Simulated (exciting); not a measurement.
# Tb (Fm-3m) in exciting: band structure with WC

Aim: the band structure of Tb with WC.

Program: exciting (release sodium). These are calculated values, not measurements. Logs are shortened: lines on timing, memory, paths and dates and some standing lists are left out, and cuts for length are marked.

## (1) The structure

Symmetry: Fm-3m, No. 225, cubic system. Conventional cell: a = 5.040 Å, b = 5.040 Å, c = 5.040 Å, α = 90.00°, β = 90.00°, γ = 90.00°. Tb (site symmetry m-3m) has 12 Tb at 3.56 Å as nearest neighbours.

This isn't the form of Tb at room conditions, which is hcp.

## (2) Band structure, WC, collinear spin, ferromagnetic start

input.xml reads:

```xml
<input>
  <title>Tb</title>
  <structure speciespath="./" tshift="false">
    <crystal scale="1.88972612463">
      <basevect>0.000000000000 2.519965090200 2.519965090200</basevect>
      <basevect>2.519965090200 0.000000000000 2.519965090200</basevect>
      <basevect>2.519965090200 2.519965090200 0.000000000000</basevect>
    </crystal>
    <species speciesfile="Tb.xml" rmt="2.3">
      <atom coord="0.000000000000 0.000000000000 0.000000000000" bfcmt="0 0 -8"/>
    </species>
  </structure>
  <groundstate do="fromscratch" ngridk="9 9 9" rgkmax="8.5" gmaxvr="14" lmaxapw="10" lmaxmat="10" lmaxvr="8" stype="Methfessel-Paxton 1" swidth="0.00036749" nempty="22" ValenceRelativity="iora*" epsengy="1e-05" epspot="1e-05" maxscl="90" outputlevel="normal">
    <libxc exchange="XC_GGA_X_WC" correlation="XC_GGA_C_PBE"/>
    <spin reducebf="0.5"/>
  </groundstate>
  <properties>
    <bandstructure>
      <plot1d>
        <path steps="80">
          <point coord="0 0 0" label="G"/>
          <point coord="0.5 0 0.5" label="X"/>
          <point coord="0.5 0.25 0.75" label="W"/>
          <point coord="0.375 0.375 0.75" label="K"/>
          <point coord="0 0 0" label="G"/>
          <point coord="0.5 0.5 0.5" label="L"/>
          <point coord="0.625 0.25 0.625" label="U"/>
          <point coord="0.5 0.25 0.75" label="W"/>
          <point coord="0.5 0.5 0.5" label="L"/>
          <point coord="0.375 0.375 0.75" label="K" breakafter="true"/>
          <point coord="0.625 0.25 0.625" label="U"/>
          <point coord="0.5 0 0.5" label="X"/>
        </path>
      </plot1d>
    </bandstructure>
  </properties>
</input>
```

Potentials or basis: all-electron LAPW+lo, shipped species files, valence relativity iora*.

The run is started by

```sh
> OMP_NUM_THREADS=1 exciting_smp
```

INFO.OUT:

```text
================================================================================
EXCITING SODIUM started
[... 10 lines left out ...]

 Lattice vectors (cartesian) :
      0.0000000000      4.7620438641      4.7620438641
      4.7620438641      0.0000000000      4.7620438641
      4.7620438641      4.7620438641      0.0000000000

 Reciprocal lattice vectors (cartesian) :
     -0.6597151860      0.6597151860      0.6597151860
      0.6597151860     -0.6597151860      0.6597151860
      0.6597151860      0.6597151860     -0.6597151860

 Unit cell volume                           :     215.9783256553
 Brillouin zone volume                      :       1.1484958627

 Species :    1 (Tb)
     parameters loaded from                 :    Tb.xml
     name                                   :    terbium
     nuclear charge                         :     -65.00000000
     electronic charge                      :      65.00000000
     atomic mass                            :  289703.17220000
     muffin-tin radius                      :       2.30000000
     # of radial points in muffin-tin       :     450

     atomic positions (lattice) :
       1 :   0.00000000  0.00000000  0.00000000

     magnetic fields (cartesian) :
       1 :   0.00000000  0.00000000 -8.00000000

 Total number of atoms per unit cell        :       1

 Spin treatment                             :    spin-polarised
 Global magnetic field (cartesian) :        0.00000000   0.00000000   0.00000000
 collinear magnetisation in z-direction

 Number of Bravais lattice symmetries       :      48
 Number of crystal symmetries               :      48

 k-point grid                               :       9    9    9
 Total number of k-points                   :      35
 k-point set is reduced with crystal symmetries

 R^MT_min * |G+k|_max (rgkmax)              :       8.50000000
 Species with R^MT_min                      :       1 (Tb)
 Maximum |G+k| for APW functions            :       3.69565217
 Maximum |G| for potential and density      :      14.00000000

 G-vector grid sizes                        :      32    32    32
 Total number of G-vectors                  :    9841

 Maximum angular momentum used for
     APW functions                          :      10
     computing H and O matrix elements      :      10
     potential and density                  :       8
     inner part of muffin-tin               :       2

 Total nuclear charge                       :     -65.00000000
 Total electronic charge                    :      65.00000000
 Total core charge                          :      46.00000000
 Total valence charge                       :      19.00000000

 Number of empty states                     :      22
 Total number of valence states             :      64

 Maximum Hamiltonian size                   :     212
 Maximum number of plane-waves              :     192
 Total number of local-orbitals             :      20

 Exchange-correlation type                  :     100
     libxc; exchange: Wu & Cohen; correlation: Perdew, Burke & Ernzerhof (see libxc for references)

 Smearing scheme                            :    Methfessel-Paxton order 1, Phys. Rev. B 40, 3616 (1989)
 Smearing width                             :       0.00036749

 Using multisecant Broyden potential mixing
[... 6 lines left out ...]
* Groundstate module started                                                   *
********************************************************************************
 Output level for this task is set to normal

++++++++++++++++++++++++++++++++++++++++++++++++++++++++++++++++++++++++++++++++
[... 5 lines left out ...]
+ SCF iteration number :    1                                                  +
++++++++++++++++++++++++++++++++++++++++++++++++++++++++++++++++++++++++++++++++
 Total energy                               :    -11572.76990762
 _______________________________________________________________
 Fermi energy                               :         0.36170937
 Kinetic energy                             :     12902.93025496
 Coulomb energy                             :    -24223.16405616
 Exchange energy                            :      -248.84450790
 Correlation energy                         :        -3.69159852
 No external B-field energy in total energy

 DOS at Fermi energy (states/Ha/cell)       :       315.39441253

 Electron charges :
     core                                   :        46.00000000
     core leakage                           :         0.00022252
     valence                                :        19.00000000
     interstitial                           :         4.73192771
     charge in muffin-tin spheres :
                  atom     1    Tb          :        60.26807229
     total charge in muffin-tins            :        60.26807229
     total charge                           :        65.00000000

 Moments :
     interstitial                           :         0.28159858
     moment in muffin-tin spheres :
                  atom     1    Tb          :         5.73900530
     total moment in muffin-tins            :         5.73900530
     total moment                           :         6.02060389
[... 295 lines left out ...]
 Electron charges :
     core                                   :        46.00000000
     core leakage                           :         0.00019139
     valence                                :        19.00000000
     interstitial                           :         2.93124316
     charge in muffin-tin spheres :
                  atom     1    Tb          :        62.06875684
     total charge in muffin-tins            :        62.06875684
     total charge                           :        65.00000000

 Moments :
     interstitial                           :         0.14708861
     moment in muffin-tin spheres :
                  atom     1    Tb          :         5.74152247
     total moment in muffin-tins            :         5.74152247
     total moment                           :         5.88861108

 RMS change in effective potential (target) :  0.305252E-02  ( 0.100000E-04)
 Absolute change in total energy   (target) :   1.75138      ( 0.100000E-04)
 Charge distance                   (target) :  0.816610E-03  ( 0.100000E-04)

++++++++++++++++++++++++++++++++++++++++++++++++++++++++++++++++++++++++++++++++
[... 13 further cycles ...]
+ SCF iteration number :   24                                                  +
++++++++++++++++++++++++++++++++++++++++++++++++++++++++++++++++++++++++++++++++
 Total energy                               :    -11718.13782831
 _______________________________________________________________
 Fermi energy                               :         0.29233473
 Kinetic energy                             :     12815.60379959
 Coulomb energy                             :    -24277.30796410
 Exchange energy                            :      -252.70236177
 Correlation energy                         :        -3.73130203
 No external B-field energy in total energy

 DOS at Fermi energy (states/Ha/cell)       :       318.27535621

 Electron charges :
     core                                   :        46.00000000
     core leakage                           :         0.00019111
     valence                                :        19.00000000
     interstitial                           :         2.92276757
     charge in muffin-tin spheres :
                  atom     1    Tb          :        62.07723243
     total charge in muffin-tins            :        62.07723243
     total charge                           :        65.00000000

 Moments :
     interstitial                           :         0.15077223
     moment in muffin-tin spheres :
                  atom     1    Tb          :         5.73784146
     total moment in muffin-tins            :         5.73784146
     total moment                           :         5.88861369

 RMS change in effective potential (target) :  0.179437E-06  ( 0.100000E-04)
 Absolute change in total energy   (target) :  0.340920E-04  ( 0.100000E-04)
 Charge distance                   (target) :  0.206423E-07  ( 0.100000E-04)
[... 295 lines left out ...]
 Electron charges :
     core                                   :        46.00000000
     core leakage                           :         0.00019111
     valence                                :        19.00000000
     interstitial                           :         2.92276820
     charge in muffin-tin spheres :
                  atom     1    Tb          :        62.07723180
     total charge in muffin-tins            :        62.07723180
     total charge                           :        65.00000000

 Moments :
     interstitial                           :         0.15077197
     moment in muffin-tin spheres :
                  atom     1    Tb          :         5.73784218
     total moment in muffin-tins            :         5.73784218
     total moment                           :         5.88861415

 RMS change in effective potential (target) :  0.682510E-08  ( 0.100000E-04)
 Absolute change in total energy   (target) :  0.636675E-05  ( 0.100000E-04)
 Charge distance                   (target) :  0.337906E-08  ( 0.100000E-04)

++++++++++++++++++++++++++++++++++++++++++++++++++++++++++++++++++++++++++++++++
| Convergency criteria checked for the last 2 iterations                       +
| Convergence targets achieved. Performing final SCF iteration                 +
++++++++++++++++++++++++++++++++++++++++++++++++++++++++++++++++++++++++++++++++
 Total energy                               :    -11718.13778222
 _______________________________________________________________
 Fermi energy                               :         0.29233473
 Kinetic energy                             :     12815.60382765
 Coulomb energy                             :    -24277.30794733
 Exchange energy                            :      -252.70236053
 Correlation energy                         :        -3.73130201
 No external B-field energy in total energy

 DOS at Fermi energy (states/Ha/cell)       :       318.27170649

 Electron charges :
     core                                   :        46.00000000
     core leakage                           :         0.00019111
     valence                                :        19.00000000
     interstitial                           :         2.92276820
     charge in muffin-tin spheres :
                  atom     1    Tb          :        62.07723180
     total charge in muffin-tins            :        62.07723180
     total charge                           :        65.00000000

 Moments :
     interstitial                           :         0.15077197
     moment in muffin-tin spheres :
                  atom     1    Tb          :         5.73784218
     total moment in muffin-tins            :         5.73784218
     total moment                           :         5.88861414

++++++++++++++++++++++++++++++++++++++++++++++++++++++++++++++++++++++++++++++++
[... 7 lines left out ...]

--------------------------------------------------------------------------------
- CAUTION! Warnings have been written in file WARNING.OUT !                    -
--------------------------------------------------------------------------------
================================================================================
| EXCITING SODIUM stopped                                                      =
================================================================================
```

Run time: 2.2 min. Hardware: 1 thread of Arm Neoverse V2, shared host; peak memory 0.12 GiB.

Results:

| Item | Value |
| --- | --- |
| Free energy | -318866.7734 eV |
| Band gap on the k mesh | none (metal or under the smearing width) |
| Net moment | 5.89 μB per cell |
| Site moments | Tb +5.74 μB |
| All electrons inside the program's atomic spheres | Tb 62.08 (radii Tb 2.3 bohr) |

Levels at the corners of the path, in eV from the Fermi level:
Spin up:
```
point  band 8  band 9  band 10  band 11  band 12  band 13  band 14  band 15  band 16  band 17
    Γ   -4.02   -3.94    -3.93    -3.93    -3.30     1.81     1.81     1.81     4.03     4.03
    X   -3.98   -3.94    -3.94    -3.12    -2.00    -1.08     2.75     5.80     6.45     6.45
    W   -3.97   -3.97    -3.96    -3.12    -0.81     0.38     0.38     2.72     6.45     8.10
    K   -3.98   -3.97    -3.93    -3.12    -1.14    -0.49     1.40     3.88     5.61     6.15
    Γ   -4.02   -3.94    -3.93    -3.93    -3.30     1.81     1.81     1.81     4.03     4.03
    L   -3.93   -3.92    -3.92    -3.17    -2.21     1.20     1.58     1.58     5.87     5.87
    U   -3.98   -3.97    -3.93    -3.12    -1.14    -0.49     1.40     3.88     5.61     6.15
    W   -3.97   -3.97    -3.96    -3.12    -0.81     0.38     0.38     2.72     6.45     8.10
    L   -3.93   -3.92    -3.92    -3.17    -2.21     1.20     1.58     1.58     5.87     5.87
    K   -3.98   -3.97    -3.93    -3.12    -1.14    -0.49     1.40     3.88     5.61     6.15
    U   -3.98   -3.97    -3.93    -3.12    -1.14    -0.49     1.40     3.88     5.61     6.15
    X   -3.98   -3.94    -3.94    -3.12    -2.00    -1.08     2.75     5.80     6.45     6.45
```
Spin down:
```tsv
point	band 4	band 5	band 6	band 7	band 8	band 9
Γ	-20.31	-4.57	-0.38	0.10	0.10	0.10
X	-20.62	-1.59	-0.55	-0.07	0.15	0.24
W	-20.63	-0.51	-0.07	0.10	0.10	0.38
K	-20.55	-0.84	-0.09	0.03	0.15	0.27
Γ	-20.31	-4.57	-0.38	0.10	0.10	0.10
L	-20.42	-1.73	-0.20	0.00	0.25	0.25
U	-20.55	-0.84	-0.09	0.03	0.15	0.27
W	-20.63	-0.51	-0.07	0.10	0.10	0.38
L	-20.42	-1.73	-0.20	0.00	0.25	0.25
K	-20.55	-0.84	-0.09	0.03	0.15	0.27
U	-20.55	-0.84	-0.09	0.03	0.15	0.27
X	-20.62	-1.59	-0.55	-0.07	0.15	0.24
```

Caveat: the magnetic or orbital state may not be the lowest; spin-orbit coupling is left out, which moves the levels of the heavy elements. The state reached can hang on the start; a lower one may exist.
